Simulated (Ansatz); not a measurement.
**Structures of TiPbO3: which is lowest?**

Plane-wave DFT in Ansatz with scalar-relativistic PAW potentials, cutoff 420 eV, Γ-centred meshes chosen by cell and gap, Gaussian smearing with energies taken to zero width. Every cell was relaxed (cell and atoms) in a run of its own, within the symmetry of its start. Functional: PBE.

Relaxed structures (starts from databases or built by putting these elements on another compound's sites):
A. P4mm, 5 atoms in the computed cell, a = 3.839 Å, c = 4.779 Å; sites (symmetry × multiplicity) Ti 4mm × 1, Pb 4mm × 1, O 2mm. × 2 + 4mm × 1; start: database
B. Pm-3m, 5 atoms in the computed cell, a = 3.967 Å; sites (symmetry × multiplicity) Ti m-3m × 1, Pb m-3m × 1, O 4/mm.m × 3; start: database

**Question.** Rank them by energy. Could pressure change the order?

**Answer.**
```csv
structure,group,E − E(lowest) (meV/atom),V (Å³/atom),gap on mesh (eV)
A,P4mm,0.0,14.09,1.97
B,Pm-3m,44,12.48,1.66
```

A is lowest, 44 meV/atom under B. B is denser by 1.61 Å³/atom, so pressure favours it: ΔE/ΔV, with ΔE in eV and 1 eV/Å³ = 160.2 GPa, gives about 4.4 GPa for equal enthalpy if both cells were rigid, a rough figure since the two compress differently. Other structures may lie lower than all of these, and vibrations aren't counted.

Spin-orbit coupling is left out, which matters for the bands of heavy elements. For Tl, Pb and Bi spin-orbit coupling shifts energies too.